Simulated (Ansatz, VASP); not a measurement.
# Se in VASP and in Ansatz

```
Se
1.0
     2.86841    0.00000    0.00000
     0.00000    2.86841    0.00000
     0.00000    0.00000    2.86841
Se
1
Direct
  0.00000 0.00000 0.00000
```

Change from the starting cell: volume scaled by 1.04.

Alike in both runs: task single point; functional PBE; k mesh 17 × 17 × 17; occupations fermi-dirac, width 0.05 eV; no spin polarisation.

```csv
,VASP,Ansatz
version,VASP 6.6.1,Ansatz 0.2.0
potentials or method,"VASP PAW PBE potentials, release 64 (Se), cutoff 520 eV","all-electron LAPW, scalar-relativistic"
```

|  | VASP | Ansatz | Ansatz less VASP |
| --- | --- | --- | --- |
| pressure (GPa) | -2.5 | -2.5 | -0.02 |

Ansatz ran all-electron here, so the differences hold the error of VASP's frozen core and of both bases.
